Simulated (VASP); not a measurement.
Input and output of a VASP PBE relaxation of cell and atoms on AgCl (zincblende)

INCAR

```
NELM = 120
LCHARG = .FALSE.
GGA = PE
LASPH = .TRUE.
ISIF = 3
NBANDS = 16
ENCUT = 600
LREAL = .FALSE.
EDIFF = 1E-7
PREC = Accurate
NSW = 40
LWAVE = .FALSE.
EDIFFG = -5E-3
IBRION = 2
ISMEAR = -1
SIGMA = 0.02
```

KPOINTS

```
KPOINTS created by Atomic Simulation Environment
0
Gamma
8 8 8
0 0 0
```

POSCAR

```
Ag Cl
 1.0000000000000000
     0.0000000000000000    2.7242849802000002    2.7242849802000002
     2.7242849802000002    0.0000000000000000    2.7242849802000002
     2.7242849802000002    2.7242849802000002    0.0000000000000000
 Ag  Cl
   1   1
Cartesian
  0.0000000000000000  0.0000000000000000  0.0000000000000000
  1.3621424901000001  1.3621424901000001  1.3621424901000001
```

VASP ran with the recommended PBE PAW datasets (18 valence electrons in the cell).

Command

```
mpirun -np 1 vasp_std
```

OSZICAR

```
N       E                     dE             d eps       ncg     rms          rms(c)
DAV:   1     0.110852252492E+03    0.11085E+03   -0.91613E+03   936   0.111E+03
DAV:   2    -0.512836012471E+00   -0.11137E+03   -0.10259E+03  1128   0.229E+02
DAV:   3    -0.560296976657E+01   -0.50901E+01   -0.50759E+01  1176   0.503E+01
DAV:   4    -0.564680681269E+01   -0.43837E-01   -0.43832E-01  1208   0.503E+00
DAV:   5    -0.564754336940E+01   -0.73656E-03   -0.73655E-03  1160   0.643E-01    0.521E+00
DAV:   6    -0.545628442228E+01    0.19126E+00   -0.28599E-01  1256   0.660E+00    0.361E+00
DAV:   7    -0.545281300045E+01    0.34714E-02   -0.10260E-01  1056   0.210E+00    0.190E+00
DAV:   8    -0.545277752575E+01    0.35475E-04   -0.60171E-03  1064   0.789E-01    0.247E-01
DAV:   9    -0.545298924746E+01   -0.21172E-03   -0.69775E-04  1192   0.356E-01    0.471E-02
DAV:  10    -0.545319739897E+01   -0.20815E-03   -0.26740E-04  1056   0.113E-01    0.415E-02
DAV:  11    -0.545320938116E+01   -0.11982E-04   -0.10591E-05  1248   0.229E-02    0.593E-03
DAV:  12    -0.545321042563E+01   -0.10445E-05   -0.10526E-06  1080   0.799E-03    0.270E-03
DAV:  13    -0.545321060756E+01   -0.18193E-06   -0.31684E-07  1184   0.490E-03    0.751E-04
DAV:  14    -0.545321063508E+01   -0.27521E-07   -0.16339E-08   920   0.140E-03
   1 F= -.54532106E+01 E0= -.54532106E+01  d E =-.545321E+01
```

From OUTCAR

```
k-points           NKPTS =     29   k-points in BZ     NKDIM =     29   number of bands    NBANDS=     16

   NELECT =      18.0000    total number of electrons

   dimension x,y,z NGX =    36 NGY =   36 NGZ =   36
   dimension x,y,z NGXF=    72 NGYF=   72 NGZF=   72

  energy-cutoff  :      600.00
  volume of cell :       55.49
      direct lattice vectors                 reciprocal lattice vectors
     0.000000000  3.027262769  3.027262769    -0.165165708  0.165165708  0.165165708
     3.027262769  0.000000000  3.027262769     0.165165708 -0.165165708  0.165165708
     3.027262769  3.027262769  0.000000000     0.165165708  0.165165708 -0.165165708

 k-points in reciprocal lattice and weights: KPOINTS created by Atomic Simulation Env
   0.00000000  0.00000000  0.00000000       0.002
   0.12500000  0.00000000  0.00000000       0.016
   0.25000000  0.00000000  0.00000000       0.016
   0.37500000  0.00000000  0.00000000       0.016
   0.50000000  0.00000000  0.00000000       0.008
   0.12500000  0.12500000  0.00000000       0.012
   0.25000000  0.12500000  0.00000000       0.047
   0.37500000  0.12500000  0.00000000       0.047
   ...

 E-fermi :   1.8085

 k-point     1 :       0.0000    0.0000    0.0000
  band No.  band energies     occupation
      1     -13.2545      2.00000
      2      -2.4731      2.00000
      3      -2.4731      2.00000
      4      -2.4731      2.00000
      5      -0.6004      2.00000
      6      -0.6004      2.00000
      7       1.4207      2.00000
      8       1.4207      2.00000
      9       1.4207      2.00000
     10       2.7123      0.00000
     11       9.5371      0.00000
     12       9.5371      0.00000
     13       9.5371      0.00000
     14      14.0251      0.00000
     15      14.0251      0.00000
     16      14.1194      0.00000

 k-point     2 :       0.1250    0.0000    0.0000
  band No.  band energies     occupation
      1     -13.2310      2.00000
      2      -2.5116      2.00000
      3      -2.4446      2.00000
      4      -2.4446      2.00000
      5      -0.6044      2.00000
      6      -0.6044      2.00000
      7       1.0375      2.00000
      8       1.3508      2.00000
      9       1.3508      2.00000
     10       3.2057      0.00000
     11       9.0660      0.00000
     12       9.6712      0.00000
     13       9.6712      0.00000
     14      13.4940      0.00000
     15      13.4940      0.00000
     16      14.4928      0.00000

 k-point     3 :       0.2500    0.0000    0.0000
  band No.  band energies     occupation
      1     -13.1736      2.00000
      2      -2.5666      2.00000
      3      -2.3774      2.00000
      4      -2.3774      2.00000
      5      -0.5991      2.00000
      6      -0.5991      2.00000
      7       0.3789      2.00000
      8       1.1725      2.00000
      9       1.1725      2.00000
     10       4.1137      0.00000
     11       8.3695      0.00000
     12       9.8877      0.00000
     13       9.8877      0.00000
     14      13.2287      0.00000
     15      13.2287      0.00000
     16      13.7722      0.00000

 k-point     4 :       0.3750    0.0000    0.0000
  band No.  band energies     occupation
      1     -13.1155      2.00000
      2      -2.5591      2.00000
      3      -2.3138      2.00000
      4      -2.3138      2.00000
      5      -0.5656      2.00000
      6      -0.5656      2.00000
      7      -0.2093      2.00000
      8       0.9737      2.00000
      9       0.9737      2.00000
     10       4.8884      0.00000
     11       8.0676      0.00000
     12       9.9128      0.00000
     13       9.9128      0.00000
     14      13.3584      0.00000
     15      13.8704      0.00000
     16      13.8704      0.00000

 k-point     5 :       0.5000    0.0000    0.0000
  band No.  band energies     occupation
      1     -13.0912      2.00000
      2      -2.5309      2.00000
      3      -2.2889      2.00000
      4      -2.2889      2.00000
      5      -0.5398      2.00000
      6      -0.5398      2.00000
      7      -0.4592      2.00000
      8       0.8820      2.00000
      9       0.8820      2.00000
     10       5.1656      0.00000
     11       8.0749      0.00000
     12       9.8747      0.00000
     13       9.8747      0.00000
     14      13.2997      0.00000
     15      14.7604      0.00000
     16      14.7604      0.00000

 k-point     6 :       0.1250    0.1250    0.0000
  band No.  band energies     occupation
      1     -13.2232      2.00000
      2      -2.5484      2.00000
      3      -2.4211      2.00000
      4      -2.4211      2.00000
      5      -0.6336      2.00000
      6      -0.5804      2.00000
      7       1.0808      2.00000
      8       1.2462      2.00000
      9       1.2462      2.00000
     10       3.3622      0.00000
     11       8.8990      0.00000
     12       9.7501      0.00000
     13       9.7501      0.00000
     14      12.5465      0.00000
     15      14.0653      0.00000
     16      15.2614      0.00000

 k-point     7 :       0.2500    0.1250    0.0000
  band No.  band energies     occupation
      1     -13.1772      2.00000
      2      -2.6027      2.00000
      3      -2.3642      2.00000
      4      -2.3523      2.00000
      5      -0.6521      2.00000
      6      -0.5620      2.00000
      7       0.5786      2.00000
      8       1.0459      2.00000
      9       1.1223      2.00000
     10       4.1145      0.00000
     11       8.3604      0.00000
     12       9.8183      0.00000
     13      10.0064      0.00000
     14      12.0767      0.00000
     15      13.9087      0.00000
     16      15.0736      0.00000

 k-point     8 :       0.3750    0.1250    0.0000
  band No.  band energies     occupation
      1     -13.1193      2.00000
      2      -2.5852      2.00000
      3      -2.3135      2.00000
      4      -2.2812      2.00000
      5      -0.6241      2.00000
      6      -0.5377      2.00000
      7      -0.0367      2.00000
      8       0.8506      2.00000
      9       0.9251      2.00000
     10       4.9800      0.00000
     11       8.0378      0.00000
     12       9.5871      0.00000
     13      10.1262      0.00000
     14      12.5962      0.00000
     15      14.2508      0.00000
     16      14.5500      0.00000

 k-point     9 :       0.5000    0.1250    0.0000
  band No.  band energies     occupation
      1     -13.0837      2.00000
      2      -2.5052      2.00000
      3      -2.2994      2.00000
      4      -2.2505      2.00000
      5      -0.5765      2.00000
      6      -0.5353      2.00000
      7      -0.4124      2.00000
      8       0.7270      2.00000
      9       0.7857      2.00000
     10       5.4758      0.00000
     11       8.0189      0.00000
     12       9.4706      0.00000
     13      10.0797      0.00000
     14      13.2710      0.00000
     15      14.5657      0.00000
     16      14.7904      0.00000

 k-point    10 :      -0.3750    0.1250    0.0000
  band No.  band energies     occupation
      1     -13.0918      2.00000
      2      -2.4994      2.00000
      3      -2.3142      2.00000
      4      -2.2742      2.00000
      5      -0.5842      2.00000
      6      -0.5504      2.00000
      7      -0.3166      2.00000
      8       0.6623      2.00000
      9       0.9107      2.00000
     10       5.3807      0.00000
     11       8.0753      0.00000
     12       9.3835      0.00000
     13      10.0680      0.00000
     14      13.6569      0.00000
     15      13.8845      0.00000
     16      14.7037      0.00000

 k-point    11 :      -0.2500    0.1250    0.0000
  band No.  band energies     occupation
      1     -13.1386      2.00000
      2      -2.5598      2.00000
      3      -2.3389      2.00000
      4      -2.3382      2.00000
      5      -0.6303      2.00000
      6      -0.5524      2.00000
      7       0.1569      2.00000
      8       0.7891      2.00000
      9       1.1305      2.00000
     10       4.7125      0.00000
     11       8.2476      0.00000
     12       9.4364      0.00000
     13      10.0685      0.00000
     14      12.7414      0.00000
     15      13.8435      0.00000
     16      14.7063      0.00000

 k-point    12 :      -0.1250    0.1250    0.0000
  band No.  band energies     occupation
      1     -13.1962      2.00000
      2      -2.5554      2.00000
      3      -2.4098      2.00000
      4      -2.3908      2.00000
      5      -0.6310      2.00000
      6      -0.5810      2.00000
      7       0.7152      2.00000
      8       1.0631      2.00000
      9       1.3067      2.00000
     10       3.8107      0.00000
     11       8.6574      0.00000
     12       9.6421      0.00000
     13       9.8690      0.00000
     14      12.7550      0.00000
     15      13.4419      0.00000
     16      15.3770      0.00000

 ...

  Total       -0.0049340     -0.0049340     -0.0049340      0.0000000      0.0000000      0.0000000
  in kB       -0.1424729     -0.1424729     -0.1424729      0.0000000      0.0000000      0.0000000
  external PRESSURE =      -0.1424729 kB  Pullay stress =       0.0000000 kB

 POSITION                                       TOTAL-FORCE (eV/Angst)
 -----------------------------------------------------------------------------------
      0.00000      0.00000      0.00000        -0.000000     -0.000000     -0.000000
      1.51363      1.51363      1.51363         0.000000      0.000000      0.000000
 -----------------------------------------------------------------------------------
    total drift:                                0.000000      0.000000      0.000000

  FREE ENERGIE OF THE ION-ELECTRON SYSTEM (eV)
  ---------------------------------------------------
  free  energy   TOTEN  =        -5.4532106351 eV

  energy  without entropy=       -5.4532106351  energy(sigma->0) =       -5.45321064
```

CONTCAR

```
Ag Cl
   1.00000000000000
     0.0000000000000000    3.0272627686532005    3.0272627686532005
     3.0272627686532005    0.0000000000000000    3.0272627686532005
     3.0272627686532005    3.0272627686532005    0.0000000000000000
  Ag              Cl
     1     1
Direct
     0.0000000000000000    0.0000000000000000    0.0000000000000000
     0.2500000000000000    0.2500000000000000    0.2500000000000000

  0.00000000E+00  0.00000000E+00  0.00000000E+00
  0.00000000E+00  0.00000000E+00  0.00000000E+00
```

```
relaxed cell vector lengths : 4.281, 4.281, 4.281 Å
relaxed cell volume         : 55.49 Å³
```

The run was restarted once from its relaxed cell; OSZICAR and OUTCAR are the second run's.

The run (the restart alone) took about 37 s on one core of a shared host (Intel Xeon Platinum 8488C) and held 0.21 GiB at most.
